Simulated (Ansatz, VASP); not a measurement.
**One calculation of Fe, two programs**

```xyz
2
Lattice="0.0000 2.4399 2.4399 2.4399 0.0000 2.4399 2.4399 2.4399 0.0000" Properties=species:S:1:pos:R:3 pbc="T T T"
Fe    0.6100    0.6100    0.6100
Fe    4.2698    4.2698    4.2698
```

Alike in both runs: task single point; functional LDA; k mesh 13 × 13 × 13; occupations fermi-dirac, width 0.1 eV; no spin polarisation.

|  | VASP | Ansatz |
| --- | --- | --- |
| version | VASP 6.6.1 | Ansatz 0.2.0 |
| potentials or method | VASP PAW LDA potentials, release 64 (Fe) | plane waves (420 eV) with PAW, scalar-relativistic |
| plane-wave cutoff (eV) | 520 | 420 |
| valence electrons in the cell | 16 | 32 |

|  | VASP | Ansatz | Ansatz less VASP |
| --- | --- | --- | --- |
| pressure (GPa) | -13.5 | -12.3 | +1.26 |

The two sets of potentials don't hold the same shells in valence. Ansatz warned: «pseudo_functional_mismatch».

Caveats: the run has no spin polarisation, though such a crystal can be magnetic. Spin polarisation is off, so any magnetic state and its effect on volume and gap are missing.
